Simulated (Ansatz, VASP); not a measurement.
NaF in VASP and in Ansatz

```
CELL_PARAMETERS angstrom
2.79349 0.00000 0.00000
0.00000 2.79349 0.00000
0.00000 0.00000 2.79349
ATOMIC_POSITIONS crystal
Na 0.00000 0.00000 0.00000
F 0.50000 0.50000 0.50000
```

Alike in both runs: task single point; functional PBEsol; k mesh 6 × 6 × 6; no spin polarisation.

|  | VASP | Ansatz |
| --- | --- | --- |
| version | VASP 6.6.1 | Ansatz 0.2.0 |
| potentials or method | VASP PAW PBE potentials, release 64 (Na_pv, F) | plane waves, PAW |
| plane-wave cutoff (eV) | 520 | 420 |
| occupations | gaussian, width 0.01 eV | fixed |
| valence electrons in the cell | 14 | 16 |

Ansatz gave:

```
gap on the k mesh at the Fermi level (eV) : 6.00
```

Problem. Estimate VASP's values.

Solution. gap on the k mesh at the Fermi level (eV): 5.98.

The two sets of potentials don't hold the same shells in valence.

 PBEsol gaps usually lie below the measured ones, often by a third to a half. A k mesh can miss the band edges.
